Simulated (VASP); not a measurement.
**MgS (strained zincblende): one PBE single-point calculation in two programs**

```yaml
crystal:
  lattice:
    - [0.00000, 2.84163, 2.84163]
    - [2.84163, 0.00000, 2.84163]
    - [2.84163, 2.84163, 0.00000]
  atoms:
    - { symbol: Mg, position: [0.00000, 0.00000, 0.00000] }
    - { symbol: S, position: [0.25000, 0.25000, 0.25000] }
```

Datasets and cutoffs are each program's own. VASP's cell holds 8 valence electrons and Ansatz's 16. Ansatz's stress includes a Pulay correction; VASP's doesn't.

Cutoffs: 520 eV in VASP, 420 eV in Ansatz. k meshes: 8×8×8 and 8×8×8.

```json
{"": "gap between bands v and c", "VASP": "3.40 eV", "Ansatz": "3.41 eV"}
{"": "least direct gap", "VASP": "3.40 eV", "Ansatz": "3.41 eV"}
{"": "pressure", "VASP": "0.3 GPa", "Ansatz": "0.4 GPa"}
```

Band v is the last that the valence electrons fill when counted band by band, and c is the next. Levels in eV from the top of v, Ansatz:

```csv
point,v−1,v,c,c+1
Γ,0.00,0.00,3.41,7.91
X,-1.01,-1.01,3.90,5.63
K,-1.84,-0.80,4.83,6.93
L,-0.32,-0.32,5.08,7.61
W,-1.80,-1.30,5.52,7.84
```

VASP:

```
point    v−1      v     c   c+1
    Γ   0.00   0.00  3.40  7.92
    X  -1.02  -1.02  3.89  5.63
    K  -1.84  -0.80  4.84  6.94
    L  -0.32  -0.32  5.07  7.62
    W  -1.80  -1.30  5.53  7.84
```
